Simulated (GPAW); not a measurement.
Runs of GPAW 26.7.0 on Ta. The structure is hexagonal, space group P6_3/mmc (No. 194). The conventional cell has a = 2.900 Å, b = 2.900 Å, c = 5.166 Å, α = 90.00°, β = 90.00°, γ = 120.00°. Ta (site symmetry -6m2) has 12 Ta at 2.90 to 3.08 Å as nearest neighbours. This isn't the form of Ta at room conditions, which is bcc.

```tsv
level	potentials or basis	older calculator (legacy_gpaw)	eigensolver	gap on the mesh (eV)	pressure (GPa)
r2SCAN	GPAW PAW data sets (gpaw-data 1.2.1), pw	-	-	none	(b)
PBE	GPAW PAW data sets (gpaw-data 1.2.1), pw	-	-	none	-0.8
optB88-vdW	GPAW PAW data sets (gpaw-data 1.2.1), pw	yes	-	none	-
vdW-DF2	GPAW PAW data sets (gpaw-data 1.2.1), pw	-	-	none	-
TPSS	GPAW PAW data sets (gpaw-data 1.2.1), pw	-	davidson	none	(a)
AM05	PAW data sets generated in the run's folder for this functional, pw	-	-	none	-7.7
SCAN	GPAW PAW data sets (gpaw-data 1.2.1), pw	-	-	none	-7.9
LDA	the program's PAW data sets (release 1.2.1) made for this functional, pw	-	-	none	-12.1
PBEsol	PAW data sets generated in the run's folder for this functional, pw	-	-	none	-7.1
```

Alike in all rows: task single point; no spin polarisation; cell as given; k mesh 11 × 11 × 5; cutoff (eV) 600; smearing fermi-dirac 0.05 eV.

Q: Estimate the missing entries.

A: (a) -4.6; (b) -2.6.

Caveats: the PAW data sets were made with another functional, which shifts forces and pressure a little (some runs).

A k mesh can miss the band edges, and the runs leave out spin-orbit coupling on Ta.

A gap of «none» marks a metal or a gap under the smearing width.
